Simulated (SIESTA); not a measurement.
The system is Au.

```
CELL_PARAMETERS angstrom
2.90000 0.00000 0.00000
-1.45000 2.51147 0.00000
0.00000 0.00000 4.88000
ATOMIC_POSITIONS crystal
Au 0.66667 0.33333 0.25000
Au 0.33333 0.66667 0.75000
```

This isn't the form of Au at room conditions, which is fcc.

```yaml
Program: SIESTA 5.4.2
Task: single point
Functional: PBEsol
Potentials_or_basis: PseudoDojo 0.4 standard (PBEsol files)
Basis: DZP (energy shift 0.003 Ry; two zetas on semicore shells)
Grid_cutoff: 800 Ry
Energy_shift: 0.003 Ry
k_mesh: 11 × 11 × 6
Occupations: fermi-dirac, width 0.05 eV
Spin: no spin polarisation
```

On this cell: pressure -5.2 GPa; largest force under 0.003 eV/Å; band gap on the k mesh none (metal or under the smearing width).

The same run follows on a disturbed copy (atoms moved at random, drawn with an rms of 0.05 Å):

```xyz
2
Lattice="2.9000 0.0000 0.0000 -1.4500 2.5115 0.0000 0.0000 0.0000 4.8800" Properties=species:S:1:pos:R:3 pbc="T T T"
Au    1.4853    0.8841    1.2259
Au   -0.0274    1.6658    3.6818
```

Task: What does the disturbed cell give?

Result: The energy (extrapolated to zero smearing) moves by +1.3 meV/atom; pressure -5.1 GPa; largest force 0.121 eV/Å; band gap on the k mesh none (metal or under the smearing width).

Forces in eV/Å, atoms in the order of the input:
```
Au  -0.041 -0.026  0.111
Au   0.041  0.025 -0.110
```

Stress tensor (GPa, compression positive):
```
-4.30  0.30 -0.07
 0.30 -4.81 -0.03
-0.07 -0.03 -6.04
```

Caveats: short orbitals over semicore shells can move pressures by several GPa; the basis of atomic orbitals isn't converged, which shifts pressures, moduli and gaps.
